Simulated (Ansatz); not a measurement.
**FePt: equation of state**

One table from this session's results is given with a row withheld; the runs are named, their logs left out.

Method: DFT PBE, scalar-relativistic, in Ansatz 0.2.0.

## Starting point

Symmetry: P4/mmm, No. 123, tetragonal system. Conventional cell: a = 2.722 Å, b = 2.722 Å, c = 3.700 Å, α = 90.00°, β = 90.00°, γ = 90.00°. Around Fe (site symmetry 4/mmm) lie 8 Pt at 2.67 Å and 4 Fe at 2.72 Å. Around Pt (site symmetry 4/mmm) lie 8 Fe at 2.67 Å and 4 Pt at 2.72 Å.

As a file:

```
CELL_PARAMETERS angstrom
2.72165 0.00000 0.00000
0.00000 2.72165 0.00000
0.00000 0.00000 3.70000
ATOMIC_POSITIONS crystal
Fe 0.50000 0.50000 0.50000
Pt 0.00000 0.00000 0.00000
```

The cell comes from a crystallographic database entry that wasn't checked; take it as a given geometry, which may be far from equilibrium.

Atoms are numbered in the order of the input: Fe1, Pt2.

Set-up of the first run:

Contents of input.yaml:

```yaml
crystal:
  lattice:
    - [2.6665670799, 0.0, 0.0]
    - [0.0, 2.6665670799, 0.0]
    - [0.0, 0.0, 3.6251111246]
  atoms:
    - { symbol: Fe, position: [0.5, 0.5, 0.5], spin: 3.0 }
    - { symbol: Pt, position: [0.0, 0.0, 0.0] }
magnetization:
  spin_polarized: true
kpoints:
  mp_grid: { grid: [12, 12, 9] }
scf:
  occupations: { method: fermi_dirac, width: 0.05 }
hamiltonian:
  xc: pbe
  pseudopotentials: { kind: all_electron, lapw: { basis_error: 0.001 } }
output:
  forces: true
  stress: true
  eigenvalues: true
```

The run is started by

```console
$ ansatz run input.yaml --threads 1 --pin off --max-ram 3072MiB --backend cpu --events-out ev --progress --plain --runs-dir out
```

Among the steps run: Volume × 0.9405, LAPW; Volume × 0.9405, PAW; Volume × 0.9405, crystal datasets; Volume × 0.98, LAPW; Volume × 0.98, PAW; Volume × 1.02, LAPW; Volume × 1.02, PAW; Volume × 1.06, LAPW; Volume × 1.06, PAW; Volume × 1.06, crystal datasets.

One table of the session follows, with a row left open; its other results are not shown here.

| method | volume (Å³/atom) | pressure (GPa) | moment Fe1 (μB) | moment Pt2 (μB) |
| --- | --- | --- | --- | --- |
| LAPW | 12.888 | ? | ? | ? |
| LAPW | 13.430 | 9.90 | 2.93 | 0.38 |
| LAPW | 13.704 | 5.09 | 2.97 | 0.38 |
| LAPW | 13.978 | 0.80 | 3.00 | 0.38 |
| LAPW | 14.526 | -6.42 | 3.07 | 0.38 |
| PAW | 12.888 | 21.23 | 2.84 | 0.39 |
| PAW | 13.430 | 9.93 | 2.92 | 0.40 |
| PAW | 13.704 | 5.12 | 2.95 | 0.40 |
| PAW | 13.978 | 0.82 | 2.99 | 0.40 |
| PAW | 14.526 | -6.40 | 3.06 | 0.40 |
| crystal datasets | 12.888 | 21.19 | 2.84 | 0.39 |
| crystal datasets | 13.704 | 5.09 | 2.95 | 0.40 |
| crystal datasets | 14.526 | -6.42 | 3.06 | 0.40 |

Q: Estimate the row for LAPW, 12.888 from the others.

**Answer.** pressure (GPa): 21.19; moment Fe1 (μB): 2.85; moment Pt2 (μB): 0.38.

Caveats from the session: Shape and positions are held, so a fully relaxed modulus can be lower. Warnings in the runs' records: gradients without spin orbit, crystal datasets made.
